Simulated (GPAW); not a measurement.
Runs of GPAW 26.7.0 on MgB2. It takes space group P6/mmm (No. 191, hexagonal). The conventional cell has a = 3.085 Å, b = 3.085 Å, c = 3.523 Å, α = 90.00°, β = 90.00°, γ = 120.00°. Mg (site symmetry 6/mmm) is surrounded by 12 B at 2.51 Å. Around B (site symmetry -6m2) lie 3 B at 1.78 Å. 

```csv
task,level,potentials or basis,cell,eigensolver,optimizer,fmax,max steps,convergence,gap on the mesh (eV),pressure (GPa),relaxed volume (Å³/atom)
relaxation of cell and atoms,BLYP+D4,"PAW data sets generated in the run's folder for this functional, pw",relaxed,davidson,BFGS,0.02 eV/Å,40,density=1e-05 forces=0.0001,none,-0.1,9.19
relaxation of cell and atoms,PBEsol,"PAW data sets generated in the run's folder for this functional, pw",relaxed,-,FIRE,0.01 eV/Å,60,density=1e-05 forces=0.0001,none,-0.2,(a)
relaxation of cell and atoms,RPBE+D3(BJ),"the program's PAW data sets (release 1.2.1) made for this functional, pw",relaxed,-,LBFGS,0.02 eV/Å,40,density=1e-05 forces=0.0001,none,0.0,8.44
band structure,LDA,"the program's PAW data sets (release 1.2.1) made for this functional, pw",as given,-,-,-,-,-,-,(b),-
band structure,PBEsol,"PAW data sets generated in the run's folder for this functional, pw",as given,-,-,-,-,-,-,-3.1,-
```

Alike in all rows: no spin polarisation; k mesh 10 × 10 × 8; cutoff (eV) 800; smearing fermi-dirac 0.05 eV.

Q: Estimate the missing entries.

A: (a) 9.48; (b) -7.6.

Caveats: later steps reuse the first step's grids (some runs); pairwise dispersion overbinds metals, which lowers pressure and volume (some runs); the volume moved by -13 % from the deposited cell, more than functionals usually miss (some runs).

A gap of «none» marks a metal or a gap under the smearing width.

Runs at the PBE level aren't shown here.
